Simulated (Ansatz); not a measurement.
GaCo: zone-centre modes

Computed with DFT PBE, scalar-relativistic, plane waves, PAW (Ansatz). Cutoff 420 eV, 18×18×12 k-points (Γ-centred), Gaussian smearing of 0.20 eV. Collinear spin, site moments 0.0, 0.0, 0.5, 0.5 μB. Phonons by linear response, acoustic sum rule imposed.

Relaxed structure:
```
CELL_PARAMETERS angstrom
4.51388 -1.38011 -0.02519
4.51388 1.38011 -0.02519
-1.28758 0.00000 3.97349
ATOMIC_POSITIONS crystal
Ga 0.11597 0.11597 0.30351
Ga 0.88403 0.88403 0.69649
Co 0.62878 0.62878 0.80946
Co 0.37122 0.37122 0.19054
```

The cell was found from a structure generator's guess, not taken from experiment. In a metal, frequencies depend on the k mesh and the smearing, soft modes most.

Question: Is this structure stable against zone-centre distortions?

Answer: Yes, at Γ: no optical mode is imaginary. Strains and other wave vectors aren't tested by this run.

Question: List the optical modes at Γ (i marks imaginary ones).

Answer:
```
frequency (cm⁻¹)  degeneracy
             108           1
             120           1
             134           1
             172           1
             182           1
             185           1
             254           1
             263           1
             267           1
```
